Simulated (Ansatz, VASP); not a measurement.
## Tl: VASP beside Ansatz

```
CELL_PARAMETERS angstrom
-1.95600 1.95600 1.95600
1.95600 -1.95600 1.95600
1.95600 1.95600 -1.95600
ATOMIC_POSITIONS crystal
Tl 0.00000 0.00000 0.00000
```

This isn't the form of Tl at room conditions, which is hcp.

Alike in both runs: functional LDA; k mesh 7 × 7 × 7; occupations gaussian, width 0.1 eV; non-collinear spin, spin-orbit coupling.

|  | VASP | Ansatz |
| --- | --- | --- |
| version | VASP 6.6.1 | Ansatz 0.2.0 |
| potentials or method | VASP PAW LDA potentials, release 64 (Tl_d), cutoff 520 eV | all-electron LAPW, relativistic spinors |
| task | single point | band structure |

Ansatz gave:

| Item | Value |
| --- | --- |
| gap on the k mesh at the Fermi level (eV) | none |
| pressure (GPa) | -3.8 |
| net moment per atom (μB) | 0.00 |

Question: What did VASP give for the same quantities?

Answer: gap on the k mesh at the Fermi level (eV): none; pressure (GPa): -3.6; net moment per atom (μB): 0.00.

A gap of «none» marks a metal or a gap that the smearing closes. Ansatz ran all-electron here, so the differences hold the error of VASP's frozen core and of both bases.

Caveats: the k mesh is thin for a metal, which can move the energy by tens of meV per atom (Ansatz).
